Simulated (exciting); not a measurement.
# Rh: equation of state with PBE

**Experimental background.**

From “Thermal equation of state of rhodium characterized by XRD in a resistively heated diamond anvil cell”, 2024, pmc:11535440, for a bulk crystal of Rh: bulk modulus 264 ± 1 GPa.

Rh:

```
Rh
1.0
     0.00000    1.89785    1.89785
     1.89785    0.00000    1.89785
     1.89785    1.89785    0.00000
Rh
1
Direct
  0.00000 0.00000 0.00000
```

```yaml
Program: exciting (release sodium)
Task: equation of state
Functional: PBE
Potentials_or_basis: all-electron LAPW+lo, shipped species files, valence relativity iora*
rgkmax: 9
k_mesh: 12 × 12 × 12
Occupations: fermi-dirac, width 0.05 eV
Spin: no spin polarisation
gmaxvr_cutoff_of_density_and_potential: 14 1/bohr
lmaxapw_and_lmaxmat: 10
lmaxvr: 8
nempty: 12
Valence_relativity: iora*
Muffin-tin_radii: Rh 2.3 bohr
```

The equilibrium volume is 14.06 Å³/atom. The bulk modulus is 254 GPa. The pressure derivative of the bulk modulus is 5.8 (rough: it moves with the points fitted).

Energy against volume, from the lowest point:
```
volume (Å³/atom)  energy (meV/atom)
          12.851              99.22
          13.125              56.04
          13.398              26.33
          13.671               7.99
          13.945               0.00
          14.218               0.29
          14.492               9.17
```

Measured bulk modulus of Rh: 264 GPa (quoted in “Thermal equation of state of rhodium characterized by XRD in a resistively heated diamond anvil cell”, 2024, pmc:11535440). This calculation gives 254 GPa (-3.9 %). The fit is for a static lattice scaled at fixed shape and fixed fractional positions.

PBE usually gives volumes a little too large and moduli too small.
